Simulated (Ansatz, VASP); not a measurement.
# Two plane-wave programs on Na3H

INCAR

```
SYSTEM = Na3H
ALGO     = Normal         ! electronic algorithm
EDIFF    = 1E-6           ! SCF threshold, eV
EDIFFG   = -0.04          ! ionic threshold
ENCUT    = 600            ! plane-wave cutoff, eV
GGA      = PE             ! functional
IBRION   = 2              ! ionic algorithm
ISIF     = 3              ! what is computed and relaxed
ISMEAR   = 0              ! smearing method
LASPH    = .TRUE.         ! aspherical terms in the spheres
LCHARG   = .FALSE.        ! write CHGCAR
LREAL    = .FALSE.        ! projectors in reciprocal space
LWAVE    = .FALSE.        ! write WAVECAR
NELM     = 100            ! most SCF steps
NSW      = 90             ! ionic steps
PREC     = Accurate       ! precision mode
SIGMA    = 0.1            ! smearing width, eV
```

KPOINTS

```
k-points
0
G
  4 4 4
  0 0 0
```

The input POSCAR:

```
Na3H
1.0
    4.0358426600      0.0000000000      0.0000000000
    0.0000000000      4.0358426600      0.0000000000
    0.0000000000      0.0000000000      3.9943597200
Na H
3 1
Direct
    0.0000000000      0.5000000000      0.5000000000
    0.5000000000      0.0000000000      0.5000000000
    0.5000000000      0.5000000000      0.0000000000
    0.0000000000      0.0000000000      0.0000000000
```

Input for Ansatz:

```yaml
crystal:
  lattice:
    - [4.03584266, 0.0, 0.0]
    - [0.0, 4.03584266, 0.0]
    - [0.0, 0.0, 3.99435972]
  atoms:
    - { symbol: Na, position: [0.0, 0.5, 0.5] }
    - { symbol: Na, position: [0.5, 0.0, 0.5] }
    - { symbol: Na, position: [0.5, 0.5, 0.0] }
    - { symbol: H, position: [0.0, 0.0, 0.0] }
basis:
  ecutwfc: 420
kpoints:
  mp_grid: { grid: [4, 4, 4] }
hamiltonian:
  xc: pbe
scf:
  occupations: { method: gaussian, width: 0.1 }
  lower_state_search: "off"
output:
  forces: true
  stress: true
  eigenvalues: true
relax:
  adjacent_minimum: "off"
  f_tol: 0.04
  max_steps: 70
  cell: { stress_tol: 0.4 }
```

Change from the starting cell: species swapped into the Cu3Pd type (P4/mmm, No. 123).

Alike in both runs: task relaxation of cell and atoms; functional PBE; k mesh 4 × 4 × 4; occupations gaussian, width 0.1 eV; no spin polarisation.

|  | VASP | Ansatz |
| --- | --- | --- |
| version | VASP 6.6.1 | Ansatz 0.2.0 |
| potentials or method | VASP PAW PBE potentials, release 64 (Na_pv, H) | scalar-relativistic, plane waves, PAW |
| plane-wave cutoff (eV) | 600 | 420 |
| valence electrons in the cell | 22 | 28 |

VASP gave:

| Property | Result |
| --- | --- |
| gap on the k mesh at the Fermi level, each at its own relaxed structure (eV) | none |
| relaxed volume (Å³/atom) | 25.75 |
| relaxed cell length with the largest relative difference (Å) | 4.703 |
| energy change over the relaxation (meV/atom) | -250 |

Problem. Estimate Ansatz's values.

Solution. gap on the k mesh at the Fermi level, each at its own relaxed structure (eV): none; relaxed volume (Å³/atom): 26.49; relaxed cell length with the largest relative difference (Å): 4.776; energy change over the relaxation (meV/atom): -253.

A gap of «none» marks a metal or a gap that the smearing closes. The two sets of potentials don't hold the same shells in valence.

Caveats: the k mesh is coarse (spacing up to 0.39 Å⁻¹), so the values aren't converged; the volume moved by over 15 % at a fixed basis, so the end points are rough (VASP).
